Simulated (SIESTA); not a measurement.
Crystal: TiB2.

```xyz
3
Lattice="3.0292 0.0000 0.0000 -1.5146 2.6234 0.0000 0.0000 0.0000 3.2284" Properties=species:S:1:pos:R:3 pbc="T T T"
Ti    0.0000    0.0000    0.0000
B     1.5146    0.8745    1.6142
B     0.0000    1.7489    1.6142
```

Base run:

| Quantity | Value |
| --- | --- |
| Program | SIESTA 5.4.2 |
| Functional | PBE |
| Potentials or basis | PseudoDojo 0.4 standard (PBE files) |
| Basis | DZP (energy shift 0.003 Ry; two zetas on semicore shells) |
| Grid cutoff | 800 Ry |
| Energy shift | 0.003 Ry |
| k mesh | 10 × 10 × 8 |
| Occupations | fermi-dirac, width 0.05 eV |
| Spin | no spin polarisation |

Its results: band gap on the k mesh none (metal or under the smearing width); pressure 2.7 GPa.

Problem. After a change of settings the same cell gave: band gap on the k mesh none (metal or under the smearing width); pressure -0.9 GPa. Which change was it?
A. functional from PBE to VV10
B. functional from PBE to vdW-DF
C. functional from PBE to optB88-vdW
D. functional from PBE to vdW-DF-C09

Solution. D.

Caveats: the basis of atomic orbitals isn't converged, which shifts pressures, moduli and gaps; the potentials were made for another functional, which shifts forces and pressure (some runs).
